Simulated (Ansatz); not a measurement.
Crystal: Cu3Au (Auricupride).

```
CELL_PARAMETERS angstrom
3.74000 0.00000 0.00000
0.00000 3.74000 0.00000
0.00000 0.00000 3.74000
ATOMIC_POSITIONS crystal
Au 0.00000 0.00000 0.00000
Cu 0.50000 0.50000 0.00000
Cu 0.50000 0.00000 0.50000
Cu 0.00000 0.50000 0.50000
```

| Property | Result |
| --- | --- |
| Program | Ansatz 0.2.0 |
| Task | relaxation of cell and atoms |
| Functional | RPBE |
| Potentials or basis | Ansatz PAW |
| Cutoff | 420 eV (not typed: the program's choice for these potentials) |
| k mesh | 7 × 7 × 7 |
| Occupations | fermi-dirac, width 0.05 eV |
| Spin | no spin polarisation |

At the start: volume 13.08 Å³/atom.

**Question.** Where does the relaxation end?

**Answer.** It ends after 7 steps and the volume is 13.95 Å³/atom (+6.7 %); space group Pm-3m (No. 221, to 0.05 Å).

Step by step:
| step | energy change (eV) | largest force (eV/Å) | volume (Å³) |
| --- | --- | --- | --- |
| 1 | 0.0000 | 0.0000 | 52.31 |
| 2 | -0.0932 | 0.0000 | 55.14 |
| 3 | -0.0962 | 0.0000 | 55.75 |
| 4 | -0.0962 | 0.0000 | 55.84 |
| 5 | -0.0983 | 0.0000 | 55.84 |
| 6 | -0.0983 | 0.0000 | 55.81 |
| 7 | -0.0983 | 0.0000 | 55.81 |

Final structure:
```
Au Cu
1.0
     3.82153    0.00000    0.00000
     0.00000    3.82153    0.00000
     0.00000    0.00000    3.82153
Au Cu
1 3
Direct
  0.00000 0.00000 0.00000
  0.50000 0.50000 0.00000
  0.50000 0.00000 0.50000
  0.00000 0.50000 0.50000
```

Caveat: the plane-wave basis is chosen anew once the cell has moved, so the energies of steps on either side of that aren't comparable; the PAW data sets come from PBE, with cores solved anew for the run's functional, which leaves a small shift of forces and pressure.
